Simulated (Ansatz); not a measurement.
The system is GaN.

```xyz
2
Lattice="0.0000 2.2535 2.2535 2.2535 0.0000 2.2535 2.2535 2.2535 0.0000" Properties=species:S:1:pos:R:3 pbc="T T T"
Ga    0.0000    0.0000    0.0000
N     1.1268    1.1268    1.1268
```

The cell is a database's computed one.

Base run:

- Program: Ansatz 0.2.0
- Functional: PBEsol
- Potentials or basis: all-electron PAW datasets made for the crystal
- Cutoff: 490 eV (chosen from the basis error)
- k mesh: 10 × 10 × 10
- Occupations: fixed
- Spin: no spin polarisation

Its results: band gap on the k mesh 1.68 eV, direct; electronic dielectric tensor (diagonal) 6.00.

Q: The run is repeated on the same cell with these changes: functional from PBEsol to LDA. What comes out?

A: Band gap on the k mesh 1.74 eV, direct; electronic dielectric tensor (diagonal) 5.94.

Caveats: the program warned that the printed levels may be off, so bands, gaps and densities of states are rough.

